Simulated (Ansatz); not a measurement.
**Al2Pt: how the settings move a single-point run**

Aim: see which settings change the result for Al2Pt, by how much, and at what cost.

Method: reference: DFT, PBE, all-electron PAW with datasets made for the crystal, scalar-relativistic, in Ansatz 0.2.0.

### Step 1. The structure to begin with

The structure is cubic, space group Fm-3m (No. 225). The conventional cell has a = 5.910 Å, b = 5.910 Å, c = 5.910 Å, α = 90.00°, β = 90.00°, γ = 90.00°. Around Al (site symmetry -43m) lie 4 Pt at 2.56 Å. Around Pt (site symmetry m-3m) lie 8 Al at 2.56 Å.

Coordinates:

```cif
data_structure
_symmetry_space_group_name_H-M 'Fm-3m'
_symmetry_Int_Tables_number 225
_cell_length_a 5.9100
_cell_length_b 5.9100
_cell_length_c 5.9100
_cell_angle_alpha 90.000
_cell_angle_beta 90.000
_cell_angle_gamma 90.000
_cell_volume 206.43
loop_
_atom_site_label
_atom_site_type_symbol
_atom_site_symmetry_multiplicity
_atom_site_Wyckoff_symbol
_atom_site_fract_x
_atom_site_fract_y
_atom_site_fract_z
_atom_site_occupancy
Al1 Al 8 c 0.25000 0.75000 0.75000 1
Pt1 Pt 4 a 0.00000 0.00000 0.00000 1
```

### Step 2. The reference run

File input.yaml:

```yaml
crystal:
  lattice:
    - [0.0, 2.955, 2.955]
    - [2.955, 0.0, 2.955]
    - [2.955, 2.955, 0.0]
  atoms:
    - { symbol: Al, position: [0.25, 0.25, 0.25] }
    - { symbol: Al, position: [0.75, 0.75, 0.75] }
    - { symbol: Pt, position: [0.0, 0.0, 0.0] }
kpoints:
  mp_grid: { grid: [9, 9, 9] }
scf:
  occupations: { method: fermi_dirac, width: 0.05 }
hamiltonian:
  xc: pbe
  pseudopotentials: { kind: all_electron, datasets: crystal }
output:
  forces: true
  stress: true
  eigenvalues: true
  efg: { contact_densities: true }
```

The run is started by

```sh
$ ansatz run input.yaml --threads 1 --pin off --max-ram 3072MiB --backend cpu --events-out ev --progress --plain --runs-dir out
```

### Step 3. A run with other settings

Edit input.yaml of step 2 so:

```diff
@@ -10,5 +10,6 @@
 kpoints:
-  mp_grid: { grid: [9, 9, 9] }
+  mp_grid: { grid: [14, 14, 14] }
 scf:
   occupations: { method: fermi_dirac, width: 0.05 }
+  lower_state_search: standard
 hamiltonian:
@@ -21 +22,2 @@
   efg: { contact_densities: true }
+accuracy: high
```

(Steps that only read results are left out.)

**Question.** What will these runs give? Wanted: for each run, ending; energy change.

**Answer**, as computed:

```
                                                                     run     ending  energy change  cycles    time
                                                               reference  converged              -       9   3.2 s
1: mp_grid.grid [14, 14, 14], lower_state_search standard, accuracy high    refused              -       -  0.03 s
```

Residual by cycle in the longest SCF loop of each run; runs are numbered as in the table. The quantity is the density residual dr2, in eV.

```
cycle  reference
    1       3.65
    2      0.522
    3     0.0638
    4    0.00818
    5     5.8e-4
    6     1.9e-4
    7     2.7e-5
    8     1.3e-6
    9     5.6e-8
```

**Reading.** With the changed k-point mesh, search for lower states and accuracy level the run ends refused. 1 of the 1 altered inputs did not end normally.
